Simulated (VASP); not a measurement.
# Si in VASP: one cell, several levels of theory, part 2 of 2

VASP 6.6.1, plane waves, PAW. The steps go on from the part before.

## Step 3: Single point with r2SCAN

INCAR reads:

```
ENCUT = 520.000000
SIGMA = 0.010000
EDIFF = 1.00e-07
ALGO = Normal
METAGGA = R2SCAN
PREC = Accurate
IBRION = -1
ISIF = 2
ISMEAR = 0
NBANDS = 11
NELM = 120
NSW = 0
LASPH = .TRUE.
LCHARG = .TRUE.
LELF = .TRUE.
LWAVE = .FALSE.
LREAL = .FALSE.
```

KPOINTS reads:

```
KPOINTS created by Atomic Simulation Environment
0
Gamma
8 8 8
0 0 0
```

KPOINTS_OPT reads:

```
special points
7
Reciprocal
0.0000000000 0.0000000000 0.0000000000 1
0.5000000000 0.0000000000 0.5000000000 1
0.6250000000 0.2500000000 0.6250000000 1
0.3750000000 0.3750000000 0.7500000000 1
0.5000000000 0.5000000000 0.5000000000 1
0.5000000000 0.2500000000 0.7500000000 1
0.4166670000 0.4166670000 0.0000000000 1
```

POSCAR reads:

```
Si
 1.0000000000000000
     0.0000000000000000    2.7493400846000000    2.7022135923000001
     2.7493400846000000    0.0000000000000000    2.7022135923000001
     2.7493400846000000    2.7493400846000000    0.0000000000000000
 Si
   2
Cartesian
  0.0000000000000000  0.0000000000000000  0.0000000000000000
  1.3746700423000000  1.3746700423000000  1.3511067961500001
```

Run with:

```bash
> mpirun -np 1 vasp_std
```

Standard output, without the iteration lines:

```text
POSCAR found type information on POSCAR Si
 POSCAR found :  1 types and       2 ions
 -----------------------------------------------------------------------------
|                                                                             |
|                                                                             |
|     You enforced a specific xc type in the INCAR file but a different       |
|     I HOPE YOU KNOW WHAT YOU ARE DOING!                                     |
|                                                                             |
 -----------------------------------------------------------------------------

 LDA part: xc-table for (None), standard interpolation
 POSCAR, INCAR and KPOINTS ok, starting setup
 FFT: planning ... GRIDC
 FFT: planning ... GRID_SOFT
 FFT: planning ... GRID
 WAVECAR not read
 entering main loop
 Start KPOINTS_OPT (optional k-point list driver)
k-point batch [1-7\7]
```

OSZICAR:

```text
N       E                     dE             d eps       ncg     rms          rms(c)
DAV:   1    -0.151045604796E+01   -0.15105E+01   -0.33586E+03  1306   0.582E+02
DAV:   2    -0.181955376817E+02   -0.16685E+02   -0.15830E+02  1711   0.837E+01
DAV:   3    -0.187066660285E+02   -0.51113E+00   -0.50975E+00  1707   0.123E+01
DAV:   4    -0.187100622436E+02   -0.33962E-02   -0.33957E-02  1544   0.127E+00
DAV:   5    -0.187100945915E+02   -0.32348E-04   -0.32348E-04  1651   0.116E-01    0.590E+00
DAV:   6    -0.175434252100E+02    0.11667E+01   -0.12912E-01  1465   0.211E+00    0.404E+00
DAV:   7    -0.175425574179E+02    0.86779E-03   -0.14134E-01  1406   0.183E+00    0.299E-01
DAV:   8    -0.175417066410E+02    0.85078E-03   -0.56492E-03  1478   0.414E-01    0.398E-01
DAV:   9    -0.175418239037E+02   -0.11726E-03   -0.33343E-04  1548   0.143E-01    0.471E-02
DAV:  10    -0.175418393622E+02   -0.15459E-04   -0.77110E-06  1512   0.208E-02    0.148E-02
DAV:  11    -0.175418423820E+02   -0.30198E-05   -0.14560E-06  1532   0.798E-03    0.322E-03
DAV:  12    -0.175418424374E+02   -0.55325E-07   -0.73584E-08  1058   0.170E-03
   1 F= -.17541842E+02 E0= -.17541842E+02  d E =-.369184E-51
       N       E                     dE             ncg
DAV:   1     0.137591034722E+04   -0.15943E+04      154
DAV:   2     0.124495497626E+04   -0.13096E+03      243
DAV:   3     0.124088048289E+04   -0.40745E+01      203
DAV:   4     0.124084796800E+04   -0.32515E-01      183
DAV:   5     0.124084766185E+04   -0.30615E-03      203
DAV:   6     0.124084765770E+04   -0.41455E-05      199
DAV:   7     0.124084765765E+04   -0.51680E-07      203
```

From OUTCAR:

```text
k-points           NKPTS =     59   k-points in BZ     NKDIM =     59   number of bands    NBANDS=     11

   NELECT =       8.0000    total number of electrons

   dimension x,y,z NGX =    30 NGY =   30 NGZ =   30
   dimension x,y,z NGXF=    60 NGYF=   60 NGZF=   60

  energy-cutoff  :      520.00
  volume of cell :       40.85
      direct lattice vectors                 reciprocal lattice vectors
     0.000000000  2.749340085  2.702213592    -0.181861823  0.181861823  0.185033486
     2.749340085  0.000000000  2.702213592     0.181861823 -0.181861823  0.185033486
     2.749340085  2.749340085  0.000000000     0.181861823  0.181861823 -0.185033486

 k-points in reciprocal lattice and weights: KPOINTS created by Atomic Simulation Env
   0.00000000  0.00000000  0.00000000       0.002
   0.12500000  0.00000000  0.00000000       0.016
   0.25000000  0.00000000  0.00000000       0.016
   0.37500000 -0.00000000  0.00000000       0.016
   0.50000000  0.00000000  0.00000000       0.008
   0.12500000  0.12500000  0.00000000       0.004
   0.25000000  0.12500000  0.00000000       0.016
   0.37500000  0.12500000  0.00000000       0.016
[... 51 more k-points ...]

 E-fermi :   5.7250

 k-point     1 :       0.0000    0.0000    0.0000
  band No.  band energies     occupation
      1      -6.8477      2.00000
      2       5.4951      2.00000
      3       5.4951      2.00000
      4       5.6216      2.00000
      5       8.2398      0.00000
      6       8.3110      0.00000
      7       8.3110      0.00000
      8       9.2758      0.00000
      9      13.4936      0.00000
     10      13.8112      0.00000
     11      14.1470      0.00000

 k-point     2 :       0.1250    0.0000    0.0000
  band No.  band energies     occupation
      1      -6.6364      2.00000
      2       3.9077      2.00000
      3       5.1883      2.00000
      4       5.2891      2.00000
      5       8.2760      0.00000
      6       8.7156      0.00000
      7       8.7464      0.00000
      8      10.6200      0.00000
      9      13.0585      0.00000
     10      13.3058      0.00000
     11      14.9289      0.00000

 k-point     3 :       0.2500    0.0000    0.0000
  band No.  band energies     occupation
      1      -6.0205      2.00000
      2       1.5048      2.00000
      3       4.6804      2.00000
      4       4.8114      2.00000
      5       7.8256      0.00000
      6       9.2568      0.00000
      7       9.3059      0.00000
      8      12.9022      0.00000
      9      13.1222      0.00000
     10      13.2043      0.00000
     11      15.1754      0.00000

 k-point     4 :       0.3750   -0.0000    0.0000
  band No.  band energies     occupation
      1      -5.0989      2.00000
      2      -0.5831      2.00000
      3       4.3222      2.00000
      4       4.4800      2.00000
      5       7.4627      0.00000
      6       9.1825      0.00000
      7       9.3119      0.00000
      8      13.9880      0.00000
      9      14.5406      0.00000
     10      14.6519      0.00000
     11      15.8375      0.00000

 k-point     5 :       0.5000    0.0000    0.0000
  band No.  band energies     occupation
      1      -4.4463      2.00000
      2      -1.6342      2.00000
      3       4.1986      2.00000
      4       4.3668      2.00000
      5       7.3332      0.00000
      6       9.0670      0.00000
      7       9.2131      0.00000
      8      13.8442      0.00000
      9      16.5394      0.00000
     10      16.7485      0.00000
     11      17.2878      0.00000

 k-point     6 :       0.1250    0.1250    0.0000
  band No.  band energies     occupation
      1      -6.5595      2.00000
      2       4.2607      2.00000
      3       4.6563      2.00000
      4       4.6563      2.00000
      5       7.6855      0.00000
      6       9.4957      0.00000
      7       9.4957      0.00000
      8      10.2986      0.00000
      9      12.6665      0.00000
     10      13.8179      0.00000
     11      15.2683      0.00000

 k-point     7 :       0.2500    0.1250    0.0000
  band No.  band energies     occupation
      1      -6.0694      2.00000
      2       2.2343      2.00000
      3       4.1117      2.00000
      4       4.3007      2.00000
      5       7.8215      0.00000
      6       9.5414      0.00000
      7      10.2718      0.00000
      8      10.6945      0.00000
      9      13.6278      0.00000
     10      14.0862      0.00000
     11      16.2179      0.00000

 k-point     8 :       0.3750    0.1250    0.0000
  band No.  band energies     occupation
      1      -5.2241      2.00000
      2       0.0866      2.00000
      3       3.7319      2.00000
      4       3.8156      2.00000
      5       7.9554      0.00000
      6       9.5617      0.00000
      7      10.2328      0.00000
      8      11.3049      0.00000
      9      15.4005      0.00000
     10      15.4830      0.00000
     11      16.1814      0.00000

 k-point     9 :       0.5000    0.1250    0.0000
  band No.  band energies     occupation
      1      -4.3451      2.00000
      2      -1.4155      2.00000
      3       3.2854      2.00000
      4       3.8262      2.00000
      5       7.8992      0.00000
      6       9.4632      0.00000
      7       9.8587      0.00000
      8      13.2291      0.00000
      9      15.1130      0.00000
     10      16.6587      0.00000
     11      17.8251      0.00000

 k-point    10 :      -0.3750    0.1250    0.0000
  band No.  band energies     occupation
      1      -4.6129      2.00000
      2      -1.0132      2.00000
      3       3.0959      2.00000
      4       4.1275      2.00000
      5       8.0694      0.00000
      6       9.5591      0.00000
      7       9.6329      0.00000
      8      14.0023      0.00000
      9      14.1317      0.00000
     10      15.2751      0.00000
     11      17.3156      0.00000

 k-point    11 :      -0.2500    0.1250    0.0000
  band No.  band energies     occupation
      1      -5.5642      2.00000
      2       0.7974      2.00000
      3       3.2421      2.00000
      4       4.6431      2.00000
      5       8.4495      0.00000
      6       9.4541      0.00000
      7       9.7590      0.00000
      8      12.3099      0.00000
      9      12.3901      0.00000
     10      15.9570      0.00000
     11      16.1905      0.00000

 k-point    12 :      -0.1250    0.1250    0.0000
  band No.  band energies     occupation
      1      -6.2938      2.00000
      2       2.7888      2.00000
      3       3.9400      2.00000
      4       5.1600      2.00000
      5       8.7620      0.00000
      6       8.8938      0.00000
      7       9.2399      0.00000
      8      11.5151      0.00000
      9      12.1914      0.00000
     10      13.9395      0.00000
     11      15.9741      0.00000

 k-point    13 :       0.2500    0.2500    0.0000
  band No.  band energies     occupation
      1      -5.7059      2.00000
      2       2.0014      2.00000
      3       3.5126      2.00000
      4       3.5126      2.00000
      5       6.7895      0.00000
      6       9.0073      0.00000
      7      11.6457      0.00000
      8      11.6457      0.00000
      9      14.2260      0.00000
     10      14.7889      0.00000
     11      17.7602      0.00000

 k-point    14 :       0.3750    0.2500    0.0000
  band No.  band energies     occupation
      1      -4.9626      2.00000
      2       0.4801      2.00000
      3       2.7866      2.00000
      4       3.1707      2.00000
      5       7.0213      0.00000
      6       8.6836      0.00000
      7      11.9481      0.00000
      8      12.1424      0.00000
      9      15.9993      0.00000
     10      16.3979      0.00000
     11      17.9259      0.00000

 k-point    15 :       0.5000    0.2500    0.0000
  band No.  band energies     occupation
      1      -4.0086      2.00000
      2      -1.0417      2.00000
      3       1.9664      2.00000
      4       3.1625      2.00000
      5       7.2230      0.00000
      6      10.1880      0.00000
      7      11.7143      0.00000
      8      11.7653      0.00000
      9      16.3950      0.00000
     10      16.6827      0.00000
     11      18.3935      0.00000

 k-point    16 :      -0.3750    0.2500    0.0000
  band No.  band energies     occupation
      1      -3.8353      2.00000
      2      -1.2814      2.00000
      3       1.5173      2.00000
      4       3.4847      2.00000
      5       7.5421      0.00000
      6      11.3270      0.00000
      7      11.4331      0.00000
      8      12.7675      0.00000
      9      13.9853      0.00000
     10      14.0908      0.00000
     11      18.9842      0.00000

[... the tables of k-points 17 to 59 left out ...]

  Total       -0.5146310     -0.5146310     -0.0566996      0.0000000     -0.0000000      0.0000000
  in kB      -20.1836621    -20.1836621     -2.2237399      0.0000000     -0.0000000      0.0000000
  external PRESSURE =     -14.1970214 kB  Pullay stress =       0.0000000 kB

 POSITION                                       TOTAL-FORCE (eV/Angst)
 -----------------------------------------------------------------------------------
      0.00000      0.00000      0.00000         0.000000      0.000000      0.000000
      1.37467      1.37467      1.35111        -0.000000     -0.000000      0.000000
 -----------------------------------------------------------------------------------
    total drift:                               -0.000000     -0.000000     -0.000000

  FREE ENERGIE OF THE ION-ELECTRON SYSTEM (eV)
  ---------------------------------------------------
  free  energy   TOTEN  =       -17.5418424374 eV

  energy  without entropy=      -17.5418424374  energy(sigma->0) =      -17.54184244
```

Hardware: 1 MPI rank of Intel Xeon Platinum 8488C, shared host.

The levels at the points of KPOINTS_OPT are read from vasprun.xml.

Near the gap, in eV above the top of the last filled band v; c is the band after it:

```
point    v−1      v     c   c+1
    Γ  -0.13   0.00  2.62  2.69
    X  -3.00  -3.00  0.92  0.92
    U  -4.48  -2.55  1.43  4.45
    K  -4.47  -2.69  1.27  4.21
    L  -1.42  -1.25  1.71  3.45
    W  -4.02  -4.02  4.44  4.44
```

r2SCAN gives an indirect gap of 0.61 eV, from Γ to (0.42, 0.42, 0.00); the least direct gap is 2.62 eV. Pressure: -1.42 GPa; the forces vanish within 0.01 eV/Å.

Axes a, b and c in the maps are those of this run's conventional cell (a, b, c = 3.888, 3.888, 5.404 Å).

Density in a lattice plane of the grid's cell (edges 3.89 and 5.40 Å, at 0.000 of the third edge), which holds Si.

Ten even steps from '0' (-0.19 e/Å³) to '9' (0.57 e/Å³):
```
247998766666789974
678999987778999987
778999987678999987
666789974247998766
445567751015776554
334456653235665443
333345666666654333
223334567776543332
222333455655433322
222233344444333222
222223333333332222
222222333333322222
333322222222222333
333332222222223333
444333222222233344
655433322222333455
776543332223334567
666654333333345666
235665443334456653
015776554445567751
```
Columns run along the first of these edges and rows up along the second, over one cell in 18 and 20 even steps from the bottom left corner. Atoms in the plane (fractional): Si at (0.00, 0.00), Si at (0.50, 0.75).

ELF in the same plane.

Values, 12 rows by 8 columns:
```
0.29 0.83 0.95 0.88 0.64 0.88 0.95 0.83
0.64 0.88 0.95 0.83 0.29 0.83 0.95 0.88
0.49 0.70 0.81 0.40 0.04 0.40 0.81 0.70
0.15 0.31 0.49 0.36 0.28 0.36 0.49 0.31
0.03 0.09 0.32 0.56 0.64 0.56 0.32 0.09
0.01 0.03 0.13 0.37 0.49 0.37 0.13 0.03
0.03 0.02 0.04 0.10 0.15 0.10 0.04 0.02
0.15 0.10 0.04 0.02 0.03 0.02 0.04 0.10
0.49 0.37 0.13 0.03 0.01 0.03 0.13 0.37
0.64 0.56 0.32 0.09 0.03 0.09 0.32 0.56
0.28 0.36 0.49 0.31 0.15 0.31 0.49 0.36
0.04 0.40 0.81 0.70 0.49 0.70 0.81 0.40
```
Columns run along the first of these edges and rows up along the second, over one cell in 8 and 12 even steps from the bottom left corner. Atoms in the plane (fractional): Si at (0.00, 0.00), Si at (0.50, 0.75).

Both are smooth fields of the valence electrons: close to the nuclei they are not physical.

Outside the cores ELF peaks at 0.95 on the Si–Si line, 1.1 Å from Si.

## Step 4: Summary

The summary covers parts 1 to 2.

```
 level  gap (eV)  pressure (GPa)  Ansatz: gap (eV)  Ansatz: pressure (GPa)
   PBE      0.43            0.07              0.42                    0.15
r2SCAN      0.61           -1.42              0.60                   -1.19
```

**Reading.** The gap spans 0.43 eV (PBE) to 0.61 eV (r2SCAN). At this one volume the pressure spans -1.4 GPa (r2SCAN) to 0.1 GPa (PBE): PBE wants the largest cell and r2SCAN the smallest. The two programs agree on the gap within 0.02 eV, far less than the spread between functionals. Datasets and cutoffs are each program's own.
